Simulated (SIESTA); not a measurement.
# Si2Ni under changes of volume

One of the cells (13.429 Å³/atom); the others are scaled copies at fixed shape and fractional positions:

```
Ni Si
1.0
     0.00000    2.72090    2.72090
     2.72090    0.00000    2.72090
     2.72090    2.72090    0.00000
Ni Si
1 2
Cartesian
  0.0000 0.0000 0.0000
  4.0814 4.0814 4.0814
  1.3605 1.3605 1.3605
```

```yaml
Program: SIESTA 5.4.2
Functional: PBEsol
Potentials_or_basis: PseudoDojo 0.4 standard (PBEsol files)
Basis: DZP (energy shift 0.003 Ry; two zetas on semicore shells)
Grid_cutoff: 800 Ry
Energy_shift: 0.003 Ry
k_mesh: 9 × 9 × 9
Occupations: fermi-dirac, width 0.05 eV
Spin: collinear spin, ferromagnetic start
Starting_moments: "[1.0, 0.0, 0.0] μB"
```

| volume (Å³/atom) | energy over the lowest point (meV/atom) | pressure (GPa) |
| --- | --- | --- |
| 12.376 | 19.87 | 10.0 |
| 12.639 | 6.87 | 6.0 |
| 12.902 | 0.00 | 2.4 |
| 13.429 | 2.33 | -3.8 |
| 13.692 | ? | ? |
| 13.956 | 23.36 | -8.9 |

Question: What does the run at 13.692 Å³/atom give?

Answer: Energy over the lowest point 10.69 meV/atom; pressure -6.4 GPa.

Worked out: A Birch-Murnaghan fit of order 3 (a polynomial in V^(-2/3)) to the other rows has its minimum at 13.10 Å³/atom with B0 = V·E''(V) = 157 GPa and B' = 3.4. It gives 10.70 meV/atom at 13.692 Å³/atom, against the run's 10.69, and -dE/dV = -6.4 GPa, against -6.4.

Energies are extrapolated to zero smearing.

Caveats: short orbitals over semicore shells can move pressures by several GPa; the basis of atomic orbitals isn't converged, which shifts pressures, moduli and gaps.
